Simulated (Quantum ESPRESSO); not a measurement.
# Tc (P6_3/mmc) in Quantum ESPRESSO: further runs

One crystal, Tc, is run at these levels: PBEsol, LDA; tasks: band structure, single point, equation of state.

Everything below comes from runs of Quantum ESPRESSO 7.5. Logs are shortened: lines on timing, memory, paths and dates and some standing lists are left out, and cuts for length are marked.

## (1) Starting point

It takes space group P6_3/mmc (No. 194, hexagonal). The conventional cell has a = 2.740 Å, b = 2.740 Å, c = 4.398 Å, α = 90.00°, β = 90.00°, γ = 120.00°. Tc (site symmetry -6m2) has 12 Tc at 2.71 to 2.74 Å as nearest neighbours.

## (2) Band structure, PBEsol

Input file pw.in:

```
&CONTROL
  calculation = 'scf'
  prefix = 'pwscf'
  outdir = './tmp'
  pseudo_dir = './pseudo'
  tprnfor = .true.
  tstress = .true.
  disk_io = 'low'
/
&SYSTEM
  ibrav = 0
  celldm(1) = 8
  nat = 2
  ntyp = 1
  ecutwfc = 45
  ecutrho = 360
  nbnd = 22
  occupations = 'smearing'
  smearing = 'fd'
  degauss = 0.00367493
/
&ELECTRONS
  conv_thr = 4d-10
  electron_maxstep = 120
  mixing_beta = 0.5
/
ATOMIC_SPECIES
Tc    97.9072 tc_pbesol_v1.uspp.F.UPF
CELL_PARAMETERS alat
  0.6472311976843   0.0000000000000   0.0000000000000
 -0.3236155988422   0.5605186593237   0.0000000000000
  0.0000000000000   0.0000000000000   1.0388769370130
ATOMIC_POSITIONS crystal
Tc     0.6666666667    0.3333333333    0.7500000000
Tc     0.3333333333    0.6666666667    0.2500000000
K_POINTS automatic
11 11 6 0 0 0
```

Input file bands.in:

```
&CONTROL
  calculation = 'bands'
  prefix = 'pwscf'
  outdir = './tmp'
  pseudo_dir = './pseudo'
  disk_io = 'low'
  verbosity = 'high'
/
&SYSTEM
  ibrav = 0
  celldm(1) = 8
  nat = 2
  ntyp = 1
  ecutwfc = 45
  ecutrho = 360
  nbnd = 22
  occupations = 'smearing'
  smearing = 'fd'
  degauss = 0.00367493
/
&ELECTRONS
  conv_thr = 1d-08
  electron_maxstep = 120
  mixing_beta = 0.5
  diago_full_acc = .true.
  startingwfc = 'random'
/
ATOMIC_SPECIES
Tc    97.9072 tc_pbesol_v1.uspp.F.UPF
CELL_PARAMETERS alat
  0.6472311976843   0.0000000000000   0.0000000000000
 -0.3236155988422   0.5605186593237   0.0000000000000
  0.0000000000000   0.0000000000000   1.0388769370130
ATOMIC_POSITIONS crystal
Tc     0.6666666667    0.3333333333    0.7500000000
Tc     0.3333333333    0.6666666667    0.2500000000
K_POINTS crystal
60
 0.0000000000  0.0000000000  0.0000000000 1
 0.0714285714  0.0000000000  0.0000000000 1
 0.1428571429  0.0000000000  0.0000000000 1
 0.2142857143  0.0000000000  0.0000000000 1
 0.2857142857  0.0000000000  0.0000000000 1
 0.3571428571  0.0000000000  0.0000000000 1
 0.4285714286  0.0000000000  0.0000000000 1
 0.5000000000  0.0000000000  0.0000000000 1
 0.4583333333  0.0833333333  0.0000000000 1
 0.4166666667  0.1666666667  0.0000000000 1
 0.3750000000  0.2500000000  0.0000000000 1
 0.3333333333  0.3333333333  0.0000000000 1
 0.2962962963  0.2962962963  0.0000000000 1
 0.2592592593  0.2592592593  0.0000000000 1
 0.2222222222  0.2222222222  0.0000000000 1
 0.1851851852  0.1851851852  0.0000000000 1
 0.1481481481  0.1481481481  0.0000000000 1
 0.1111111111  0.1111111111  0.0000000000 1
 0.0740740741  0.0740740741  0.0000000000 1
 0.0370370370  0.0370370370  0.0000000000 1
 0.0000000000  0.0000000000  0.0000000000 1
 0.0000000000  0.0000000000  0.1250000000 1
 0.0000000000  0.0000000000  0.2500000000 1
 0.0000000000  0.0000000000  0.3750000000 1
 0.0000000000  0.0000000000  0.5000000000 1
 0.0625000000  0.0000000000  0.5000000000 1
 0.1250000000  0.0000000000  0.5000000000 1
 0.1875000000  0.0000000000  0.5000000000 1
 0.2500000000  0.0000000000  0.5000000000 1
 0.3125000000  0.0000000000  0.5000000000 1
 0.3750000000  0.0000000000  0.5000000000 1
 0.4375000000  0.0000000000  0.5000000000 1
 0.5000000000  0.0000000000  0.5000000000 1
 0.4666666667  0.0666666667  0.5000000000 1
 0.4333333333  0.1333333333  0.5000000000 1
 0.4000000000  0.2000000000  0.5000000000 1
 0.3666666667  0.2666666667  0.5000000000 1
 0.3333333333  0.3333333333  0.5000000000 1
 0.3030303030  0.3030303030  0.5000000000 1
 0.2727272727  0.2727272727  0.5000000000 1
 0.2424242424  0.2424242424  0.5000000000 1
 0.2121212121  0.2121212121  0.5000000000 1
 0.1818181818  0.1818181818  0.5000000000 1
 0.1515151515  0.1515151515  0.5000000000 1
 0.1212121212  0.1212121212  0.5000000000 1
 0.0909090909  0.0909090909  0.5000000000 1
 0.0606060606  0.0606060606  0.5000000000 1
 0.0303030303  0.0303030303  0.5000000000 1
 0.0000000000  0.0000000000  0.5000000000 1
 0.5000000000  0.0000000000  0.5000000000 1
 0.5000000000  0.0000000000  0.4000000000 1
 0.5000000000  0.0000000000  0.3000000000 1
 0.5000000000  0.0000000000  0.2000000000 1
 0.5000000000  0.0000000000  0.1000000000 1
 0.5000000000  0.0000000000  0.0000000000 1
 0.3333333333  0.3333333333  0.0000000000 1
 0.3333333333  0.3333333333  0.1250000000 1
 0.3333333333  0.3333333333  0.2500000000 1
 0.3333333333  0.3333333333  0.3750000000 1
 0.3333333333  0.3333333333  0.5000000000 1
```

Potentials or basis: GBRV 1.5 PBEsol.

Launch:

```console
$ OMP_NUM_THREADS=1 mpirun -n 2 pw.x -nk 2 -in pw.in > pw.out
$ OMP_NUM_THREADS=1 mpirun -n 2 pw.x -nk 2 -in bands.in > bands.out
```

pw.out:

```text
This program is part of the open-source Quantum ESPRESSO suite
     for quantum simulation of materials; please cite
[... 6 lines left out ...]
     using ibrav=0 with symmetry is DISCOURAGED, use correct ibrav instead

     K-points division:     npool     =       2
     Subspace diagonalization in iterative solution of the eigenvalue problem:
     a serial algorithm will be used

     G-vector sticks info
     --------------------
     sticks:   dense  smooth     PW     G-vecs:    dense   smooth      PW
     Sum         673     337    109                22299     7847    1413

     Using Slab Decomposition

     bravais-lattice index     =            0
     lattice parameter (alat)  =       8.0000  a.u.
     unit-cell volume          =     192.9672 (a.u.)^3
     number of atoms/cell      =            2
     number of atomic types    =            1
     number of electrons       =        30.00
     number of Kohn-Sham states=           22
     kinetic-energy cutoff     =      45.0000  Ry
     charge density cutoff     =     360.0000  Ry
     scf convergence threshold =      4.0E-10
     mixing beta               =       0.5000
     number of iterations used =            8  plain     mixing
     Exchange-correlation= SLA  PW   PSX  PSC
                           (   1   4  10   8   0   0   0)

     celldm(1)=   8.000000  celldm(2)=   0.000000  celldm(3)=   0.000000
     celldm(4)=   0.000000  celldm(5)=   0.000000  celldm(6)=   0.000000

     crystal axes: (cart. coord. in units of alat)
               a(1) = (   0.647231   0.000000   0.000000 )
               a(2) = (  -0.323616   0.560519   0.000000 )
               a(3) = (   0.000000   0.000000   1.038877 )

     reciprocal axes: (cart. coord. in units 2 pi/alat)
               b(1) = (  1.545043  0.892031 -0.000000 )
               b(2) = (  0.000000  1.784062  0.000000 )
               b(3) = (  0.000000 -0.000000  0.962578 )

     PseudoPot. # 1 for Tc read from file:
     tc_pbesol_v1.uspp.F.UPF
     Pseudo is Ultrasoft + core correction, Zval = 15.0
     Generated by new atomic code, or converted to UPF format
     Using radial grid of  965 points,  6 beta functions with:
                l(1) =   0
                l(2) =   0
                l(3) =   1
                l(4) =   1
                l(5) =   2
                l(6) =   2
     Q(r) pseudized with  8 coefficients,  rinner =    1.300   1.300   1.300
                                                       1.300   1.300

     atomic species   valence    mass     pseudopotential
     Tc               15.00    97.90720     Tc( 1.00)

     24 Sym. Ops., with inversion, found (12 have fractional translation)

   Cartesian axes

     site n.     atom                  positions (alat units)
         1        Tc     tau(   1) = (   0.3236156   0.1868396   0.7791577  )
         2        Tc     tau(   2) = (  -0.0000000   0.3736791   0.2597192  )

     number of k points=    64  Fermi-Dirac smearing, width (Ry)=  0.0037
                       cart. coord. in units 2pi/alat
        k(    1) = (   0.0000000   0.0000000   0.0000000), wk =   0.0027548
        k(    2) = (   0.0000000   0.0000000   0.1604297), wk =   0.0055096
        k(    3) = (   0.0000000   0.0000000   0.3208593), wk =   0.0055096
        k(    4) = (   0.0000000   0.0000000  -0.4812890), wk =   0.0027548
        k(    5) = (   0.0000000   0.1621874   0.0000000), wk =   0.0165289
        k(    6) = (   0.0000000   0.1621874   0.1604297), wk =   0.0330579
[... 56 lines left out ...]
        k(   63) = (   0.4213754   0.8920310   0.3208593), wk =   0.0330579
        k(   64) = (   0.4213754   0.8920310  -0.4812890), wk =   0.0165289

     Dense  grid:    22299 G-vectors     FFT dimensions: (  32,  32,  54)

     Smooth grid:     7847 G-vectors     FFT dimensions: (  24,  24,  36)

     Check: negative core charge=   -0.000053

     Initial potential from superposition of free atoms

     starting charge      27.9999, renormalised to      30.0000

     negative rho (up, down):  2.626E-01 0.000E+00
     Starting wfcs are   26 randomized atomic wfcs

     Self-consistent Calculation

     iteration #  1     ecut=    45.00 Ry     beta= 0.50
     Davidson diagonalization with overlap
     ethr =  1.00E-02,  avg # of iterations =  4.0

     negative rho (up, down):  2.592E-01 0.000E+00

     total energy              =    -347.96798361 Ry
     estimated scf accuracy    <       2.07072003 Ry

     iteration #  2     ecut=    45.00 Ry     beta= 0.50
     Davidson diagonalization with overlap
     ethr =  6.90E-03,  avg # of iterations =  2.0

     negative rho (up, down):  2.603E-01 0.000E+00

     total energy              =    -348.36564042 Ry
     estimated scf accuracy    <       0.00338404 Ry

     iteration #  3     ecut=    45.00 Ry     beta= 0.50
     Davidson diagonalization with overlap
     ethr =  1.13E-05,  avg # of iterations =  5.2

     negative rho (up, down):  2.592E-01 0.000E+00

     total energy              =    -348.36831496 Ry
     estimated scf accuracy    <       0.00181374 Ry

     iteration #  4     ecut=    45.00 Ry     beta= 0.50
     Davidson diagonalization with overlap
     ethr =  6.05E-06,  avg # of iterations =  2.1

     negative rho (up, down):  2.589E-01 0.000E+00

     total energy              =    -348.36880188 Ry
     estimated scf accuracy    <       0.00101981 Ry

     iteration #  5     ecut=    45.00 Ry     beta= 0.50
     Davidson diagonalization with overlap
     ethr =  3.40E-06,  avg # of iterations =  2.0

     negative rho (up, down):  2.587E-01 0.000E+00

     total energy              =    -348.36901680 Ry
     estimated scf accuracy    <       0.00000156 Ry

     iteration #  6     ecut=    45.00 Ry     beta= 0.50
     Davidson diagonalization with overlap
     ethr =  5.20E-09,  avg # of iterations =  3.4

     negative rho (up, down):  2.587E-01 0.000E+00

     total energy              =    -348.36901716 Ry
     estimated scf accuracy    <       0.00000115 Ry

     iteration #  7     ecut=    45.00 Ry     beta= 0.50
     Davidson diagonalization with overlap
     ethr =  3.85E-09,  avg # of iterations =  2.0

     negative rho (up, down):  2.587E-01 0.000E+00

     total energy              =    -348.36901736 Ry
     estimated scf accuracy    <       0.00000002 Ry

     iteration #  8     ecut=    45.00 Ry     beta= 0.50
     Davidson diagonalization with overlap
     ethr =  5.81E-11,  avg # of iterations =  2.2

     negative rho (up, down):  2.587E-01 0.000E+00

     total energy              =    -348.36901736 Ry
     estimated scf accuracy    <          1.8E-09 Ry

     iteration #  9     ecut=    45.00 Ry     beta= 0.50
     Davidson diagonalization with overlap
     ethr =  5.93E-12,  avg # of iterations =  2.5

     negative rho (up, down):  2.587E-01 0.000E+00

     End of self-consistent calculation

          k = 0.0000 0.0000 0.0000 (   989 PWs)   bands (ev):

   -44.1808 -43.9386 -16.8130 -15.7008 -15.7008 -15.5137 -15.5137 -15.4706
    15.1965  17.1091  21.0053  21.0053  21.0692  21.7261  21.7261  22.4477
    22.4477  24.1957  25.1167  25.1167  33.6040  36.7530

          k = 0.0000 0.0000 0.1604 (  1002 PWs)   bands (ev):

   -44.1649 -43.9552 -16.7278 -15.6884 -15.6884 -15.5658 -15.5264 -15.5264
    15.4992  17.1975  20.8739  20.8739  20.9120  21.5517  21.5517  22.8329
    22.8329  23.3525  25.1266  25.1266  34.7495  36.2270

          k = 0.0000 0.0000 0.3209 (  1014 PWs)   bands (ev):

   -44.1213 -44.0002 -16.4917 -15.8216 -15.6544 -15.6544 -15.5609 -15.5609
    16.2942  17.3473  20.5967  20.7653  20.7653  21.1858  21.1858  21.7458
    23.6331  23.6331  24.9705  24.9705  35.9572  36.9938

          k = 0.0000 0.0000-0.4813 (  1014 PWs)   bands (ev):

   -44.0610 -44.0610 -16.1615 -16.1615 -15.6078 -15.6078 -15.6078 -15.6078
    17.1250  17.1250  20.6604  20.6604  20.8759  20.8759  20.8759  20.8759
    24.4411  24.4411  24.4411  24.4411  36.3963  36.3963

          k = 0.0000 0.1622 0.0000 (   991 PWs)   bands (ev):

   -44.1655 -43.9319 -16.7793 -15.7773 -15.7256 -15.5923 -15.5244 -15.4849
    15.5048  17.3590  20.4768  21.2722  21.4765  21.6068  21.9746  22.0081
    22.2417  22.9733  25.2451  26.8428  33.5591  37.3580

          k = 0.0000 0.1622 0.1604 (   998 PWs)   bands (ev):

   -44.1502 -43.9479 -16.6999 -15.7620 -15.7123 -15.6490 -15.5381 -15.5315
    15.7954  17.4590  20.4890  21.0608  21.0971  21.2086  21.7825  22.4209
    22.6975  22.9100  25.2220  26.2958  34.7276  36.8283

          k = 0.0000 0.1622 0.3209 (   998 PWs)   bands (ev):

   -44.1080 -43.9912 -16.4804 -15.8650 -15.7184 -15.6758 -15.5961 -15.5752
    16.5672  17.6391  20.4437  20.5359  20.6292  20.9727  21.4103  21.7935
    23.5429  23.6617  24.9923  25.4627  36.5320  36.9231

          k = 0.0000 0.1622-0.4813 (   994 PWs)   bands (ev):

   -44.0499 -44.0499 -16.1749 -16.1749 -15.6594 -15.6594 -15.6257 -15.6257
    17.4112  17.4112  20.1271  20.1271  21.0328  21.0328  21.0908  21.0908
    24.3950  24.3950  24.6106  24.6106  36.8574  36.8574
[... 307 lines left out ...]
          k = 0.4214 0.7298-0.4813 (   986 PWs)   bands (ev):

   -43.9109 -43.9109 -16.5793 -16.5793 -16.1526 -16.1526 -15.7199 -15.7199
    18.2849  18.2849  19.6578  19.6578  20.7444  20.7444  22.3698  22.3698
    25.5050  25.5050  29.8045  29.8045  35.3422  35.3422

          k = 0.4214 0.8920 0.0000 (   972 PWs)   bands (ev):

   -43.9160 -43.8912 -16.4914 -16.2812 -16.2506 -16.0709 -16.0046 -15.9353
    17.7983  18.8881  19.0778  19.9035  20.5218  20.8725  22.4261  24.6995
    25.1684  25.3162  29.8090  30.4355  31.5508  36.4153

          k = 0.4214 0.8920 0.1604 (   977 PWs)   bands (ev):

   -43.9143 -43.8928 -16.4986 -16.3700 -16.3262 -16.0443 -15.9454 -15.8432
    17.9473  18.9517  19.0302  19.6181  20.5880  20.9644  22.3920  24.5901
    24.7785  25.2968  30.1818  30.5787  32.1590  35.8217

          k = 0.4214 0.8920 0.3209 (   987 PWs)   bands (ev):

   -43.9097 -43.8973 -16.5511 -16.4998 -16.3131 -16.1232 -15.7915 -15.7366
    18.2246  18.8690  19.1684  19.3598  20.6266  20.9999  22.3764  23.3315
    24.9892  25.3964  30.8473  30.9761  33.5846  34.8683

          k = 0.4214 0.8920-0.4813 (   986 PWs)   bands (ev):

   -43.9035 -43.9035 -16.5675 -16.5675 -16.2238 -16.2238 -15.7133 -15.7133
    18.4906  18.4906  19.4288  19.4288  20.7594  20.7594  22.5614  22.5614
    25.2505  25.2505  31.2660  31.2660  34.3077  34.3078

     the Fermi energy is    22.5495 ev

!    total energy              =    -348.36901736 Ry
     estimated scf accuracy    <          6.4E-11 Ry
     smearing contrib. (-TS)   =      -0.00123126 Ry
     internal energy E=F+TS    =    -348.36778610 Ry

     The total energy is F=E-TS. E is the sum of the following terms:
     one-electron contribution =     -45.15430881 Ry
     hartree contribution      =      43.93852743 Ry
     xc contribution           =     -63.79804952 Ry
     ewald contribution        =    -283.35395520 Ry

     convergence has been achieved in   9 iterations

     negative rho (up, down):  2.587E-01 0.000E+00

     Forces acting on atoms (cartesian axes, Ry/au):

     atom    1 type  1   force =    -0.00000000   -0.00000000    0.00000000
     atom    2 type  1   force =     0.00000000    0.00000000    0.00000000

     Total force =     0.000000     Total SCF correction =     0.000000

     Computing stress (Cartesian axis) and pressure

     negative rho (up, down):  2.587E-01 0.000E+00
          total   stress  (Ry/bohr**3)                   (kbar)     P=      -70.32
  -0.00047580  -0.00000000   0.00000000          -69.99       -0.00        0.00
  -0.00000000  -0.00047580  -0.00000000           -0.00      -69.99       -0.00
   0.00000000   0.00000000  -0.00048244            0.00        0.00      -70.97

=------------------------------------------------------------------------------=
   JOB DONE.
=------------------------------------------------------------------------------=
```

It took 12 s on 2 MPI ranks of AMD EPYC 9R45 (Zen 5), shared host; peak memory 0.2 GiB.

Results:

| Property | Result |
| --- | --- |
| Free energy | -4739.8019 eV |
| Pressure | -7.0 GPa |
| Band gap on the k mesh | none (metal or under the smearing width) |

Stress tensor (GPa, compression positive):
```
-7.00  0.00  0.00
 0.00 -7.00  0.00
 0.00  0.00 -7.10
```

Levels at the corners of the path, in eV from the Fermi level:
```
point  band 12  band 13  band 14  band 15  band 16  band 17  band 18  band 19
    Γ    -1.54    -1.48    -0.82    -0.82    -0.10    -0.10     1.65     2.57
    M    -1.89    -1.14    -0.93    -0.49     2.97     3.36     3.40     5.34
    K    -2.90    -1.88    -1.88    -0.04     2.33     2.33     2.73     7.99
    Γ    -1.54    -1.48    -0.82    -0.82    -0.10    -0.10     1.65     2.57
    A    -1.89    -1.67    -1.67    -1.67    -1.67     1.89     1.89     1.89
    L    -3.69     0.15     0.15     1.43     1.43     3.23     3.23     4.38
    H    -3.28    -1.77    -1.77    -0.09    -0.09     2.64     2.64     9.36
    A    -1.89    -1.67    -1.67    -1.67    -1.67     1.89     1.89     1.89
    L    -3.69     0.15     0.15     1.43     1.43     3.23     3.23     4.38
    M    -1.89    -1.14    -0.93    -0.49     2.97     3.36     3.40     5.34
    K    -2.90    -1.88    -1.88    -0.04     2.33     2.33     2.73     7.99
    H    -3.28    -1.77    -1.77    -0.09    -0.09     2.64     2.64     9.36
```

(Part 1 of 2 ends here.)
